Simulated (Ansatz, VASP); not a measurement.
## Two plane-wave programs on I

```xyz
1
Lattice="2.5717 -3.7554 0.0000 2.5717 3.7554 0.0000 -1.6422 0.0000 2.4124" Properties=species:S:1:pos:R:3 pbc="T T T"
I     1.7506    0.0000    1.2062
```

Change from the starting cell: volume scaled by 1.04.

Alike in both runs: task single point; functional PBE; k mesh 7 × 7 × 11; occupations fermi-dirac, width 0.05 eV; no spin polarisation.

|  | VASP | Ansatz |
| --- | --- | --- |
| version | VASP 6.6.1 | Ansatz 0.2.0 |
| potentials or method | VASP PAW PBE potentials, release 64 (I) | Ansatz PAW |
| plane-wave cutoff (eV) | 520 | 420 |
| valence electrons in the cell | 7 | 17 |

```tsv
	VASP	Ansatz	Ansatz less VASP
gap on the k mesh at the Fermi level (eV)	none	none	-
pressure (GPa)	0.2	0.3	+0.06
largest component of the traceless stress (GPa)	0.40	0.33	-0.065
```

A gap of «none» marks a metal or a gap that the smearing closes. The two sets of potentials don't hold the same shells in valence.

Caveats: an odd number of electrons without spin polarisation forces a metal; a magnetic or distorted state may lie lower. The runs have no spin-orbit coupling, so splittings on I are missing.
